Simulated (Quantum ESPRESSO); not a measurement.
Crystal: Ag.

```
Ag
1.0
     0.00000    2.04275    2.04275
     2.04275    0.00000    2.04275
     2.04275    2.04275    0.00000
Ag
1
Cartesian
  0.0000 0.0000 0.0000
```

- Program: Quantum ESPRESSO 7.5
- Task: phonon dispersion
- Functional: PBE
- Potentials or basis: PseudoDojo 0.4.1 SR PBE standard
- Cutoff: 1116 eV
- Density cutoff: 4463 eV
- k mesh: 12 × 12 × 12
- Occupations: methfessel-paxton, width 0.136 eV
- Spin: no spin polarisation
- Mixing beta: 0.5
- Most SCF iterations: 120
- SCF threshold: 2e-10 Ry
- q mesh: 2 × 2 × 2

The cell and the atoms were relaxed first, to 17.81 Å³/atom (a = 2.931 Å, b = 2.931 Å, c = 2.931 Å, α = 60.00°, β = 60.00°, γ = 60.00°), and the response was taken there.

Problem. What are the zero-point energy, and the vibrational entropy and heat capacity at 298.15 K?

Solution. Zero-point energy 19.3 meV/atom; entropy 5.27 k_B/atom (43.8 J/(K·mol of atoms)); Cv 2.93 k_B/atom, 98 % of the classical limit. These are harmonic values without the electrons' part.

Phonon frequencies at the corners of the path (cm⁻¹, interpolated; i marks imaginary ones):
| point | frequencies |
| --- | --- |
| Γ | 0 0 0 |
| X | 105 105 157 |
| W | 106 134 134 |
| K | 96 127 144 |
| L | 71 71 160 |
| U | 96 127 144 |

Harmonic thermodynamics per atom at this volume (zero-point energy 19.3 meV, Debye temperature from the second moment 202 K):
| T (K) | free energy (meV) | entropy (k_B) | heat capacity Cv (k_B) |
| --- | --- | --- | --- |
| 50 | 18.3 | 0.81 | 1.53 |
| 100 | 11.6 | 2.24 | 2.48 |
| 200 | -16.5 | 4.11 | 2.85 |
| 298.15 | -56.5 | 5.27 | 2.93 |
| 500 | -162.5 | 6.80 | 2.98 |
| 800 | -357.7 | 8.20 | 2.99 |

Phonon states per cell in windows of 10 cm⁻¹ (negative: imaginary):
```
from (cm⁻¹)  total
          0   0.00
         10   0.00
         20   0.02
         30   0.03
         40   0.06
         50   0.10
         60   0.18
         70   0.32
         80   0.35
         90   0.38
        100   0.32
        110   0.22
        120   0.21
        130   0.17
        140   0.48
        150   0.16
```

A q mesh this small can miss soft modes between its points.

Caveat: the q mesh is small, so phonon branches between its points and thermal values are rough.
